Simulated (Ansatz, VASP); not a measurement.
# Two plane-wave programs on GaN

```
Ga N
1.0
     0.00000    2.17722    2.17722
     2.17722    0.00000    2.17722
     2.17722    2.17722    0.00000
Ga N
1 1
Direct
  0.00000 0.00000 0.00000
  0.75000 0.75000 0.75000
```

Alike in both runs: functional PBE; k mesh 10 × 10 × 10; no spin polarisation.

Ansatz relaxed the structure, and its values are those at the end. VASP's run is a single point on that final structure, the one shown.

```csv
,VASP,Ansatz
version,VASP 6.6.1,Ansatz 0.2.0
potentials or method,"VASP PAW PBE potentials, release 64 (Ga_d, N)","scalar-relativistic, plane waves, PAW"
plane-wave cutoff (eV),520,420
occupations,"gaussian, width 0.01 eV",fixed
valence electrons in the cell,18,18
```

Ansatz gave:

* gap on the k mesh at the Fermi level (eV): 2.38

**Question.** Which values does VASP return?

**Answer.** gap on the k mesh at the Fermi level (eV): 2.39.

 A hybrid or GW would open this gap; PBE tends to underestimate it.
